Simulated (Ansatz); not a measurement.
Method: DFT PBE, scalar-relativistic, plane waves, PAW in Ansatz. Settings: cutoff 420 eV, Γ-centred meshes spaced at most about 0.3 Å⁻¹, and about 0.25 Å⁻¹ or finer for metals (2π included), Gaussian smearing. No spin polarisation in the final relaxations.

These are static total energies at zero pressure. Lower structures may exist.

Question: Order these relaxed structures of GaP by energy, lowest first, with the energy over the lowest of them.
A.

Space group F-43m (No. 216). a = 5.505 Å, b = 5.505 Å, c = 5.505 Å, α = 90.00°, β = 90.00°, γ = 90.00°
| atom | site | symmetry | x | y | z |
| --- | --- | --- | --- | --- | --- |
| Ga | 4a | -43m | 0.0000 | 0.0000 | 0.0000 |
| P | 4c | -43m | 0.2500 | 0.2500 | 0.2500 |

B.

Space group R-3m:H (No. 166). a = 3.885 Å, b = 3.885 Å, c = 19.305 Å, α = 90.00°, β = 90.00°, γ = 120.00°
```csv
atom,site,symmetry,x,y,z
Ga,6c,3m,0.6667,0.3333,0.7689
P,6c,3m,0.3333,0.6667,0.7242
```

C.

Space group Fm-3m (No. 225). a = 5.158 Å, b = 5.158 Å, c = 5.158 Å, α = 90.00°, β = 90.00°, γ = 90.00°
| atom | site | symmetry | x | y | z |
| --- | --- | --- | --- | --- | --- |
| Ga | 4a | m-3m | 0.0000 | 0.0000 | 0.0000 |
| P | 4b | m-3m | 0.5000 | 0.0000 | 0.0000 |

D.

Space group Pm-3m (No. 221). a = 3.216 Å, b = 3.216 Å, c = 3.216 Å, α = 90.00°, β = 90.00°, γ = 90.00°
```csv
atom,site,symmetry,x,y,z
Ga,1b,m-3m,0.5000,0.5000,0.5000
P,1a,m-3m,0.0000,0.0000,0.0000
```

Answer: A (0 meV/atom), B (130 meV/atom), C (407 meV/atom), D (754 meV/atom). Forms: A zinc blende type, F-43m; B Ga and P ordered on diamond sites, R-3m; C rock salt type, Fm-3m; D caesium chloride type, Pm-3m. Counting P atoms around Ga (those within 1.25 times the shortest such distance or 1.15 times the sum of covalent radii; the shortest distance is added where it exceeds 1.18 times the sum of covalent radii): A has Ga 4; B has Ga 3; C has Ga 6; D has Ga 8 from 2.8 Å. B holds P–P pairs (shortest 2.22 Å) (bonds between like non-metal atoms; other contacts aren't counted).

The F-43m cell at 20.9 Å³/atom was relaxed from a cell as deposited in COD. The R-3m cell at 21.0 Å³/atom was relaxed from a Materials Project cell. Cells relaxed within their symmetry can be saddle points. Some structure types and database cells were kept out of the candidates from the start, so a known form may be missing.
